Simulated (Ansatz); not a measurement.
Runs of Ansatz 0.2.0 on SnTe. It takes space group Fm-3m (No. 225, cubic). The conventional cell has a = 6.302 Å, b = 6.302 Å, c = 6.302 Å, α = 90.00°, β = 90.00°, γ = 90.00°. Around Te (site symmetry m-3m) lie 6 Sn at 3.15 Å. Sn (site symmetry m-3m) is surrounded by 6 Te at 3.15 Å. 

```csv
task,level,k mesh,cutoff (eV),smearing,basis error allowed,mesh quality,pressure (GPa)
single point,PBEsol,7 × 7 × 7,185,gaussian 0.05 eV,0.001 eV/atom,not flagged,-0.4
single point,PBE,3 × 3 × 3,155,fermi-dirac 0.03 eV,0.004 eV/atom,coarse,2.3
elastic constants,LDA,5 × 5 × 5,201,fermi-dirac 0.05 eV,0.001 eV/atom,not flagged,(a)
single point,PBE,7 × 7 × 7,185,gaussian 0.021 eV,0.001 eV/atom,not flagged,2.2
```

Alike in all rows: potentials or basis all-electron LAPW, scalar-relativistic; no spin polarisation; cell as given.

**Question.** Estimate the missing entries.

**Answer.** (a) -1.5.

Caveats: some runs use coarse meshes.
